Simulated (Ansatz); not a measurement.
# NaBr: pressure series

Base system: NaBr in the rock salt structure (space group Fm-3m, No. 225; a = 6.0360 Å).

Cell and atoms are relaxed at each pressure.

Level of theory: PBE, PAW, 420 eV (Ansatz, a program for electronic structure; spin-orbit coupling left out).

Before the change:

The band gap comes out as 4.07 eV.

Q: The aim is a band gap between 5.57 eV and 6.08 eV. Which of these changes reaches it?
A) pressure 30 GPa
B) pressure −2 GPa
C) pressure 60 GPa

A: A, pressure 30 GPa. It gives 5.90 eV; pressure 60 GPa gives 5.10 eV; pressure −2 GPa gives 3.71 eV. Changes not listed may reach it too

Load acts through the strain it causes; cell and atoms are relaxed under it. Whether these cells are dynamically stable was not tested. No other phases were tried under pressure.
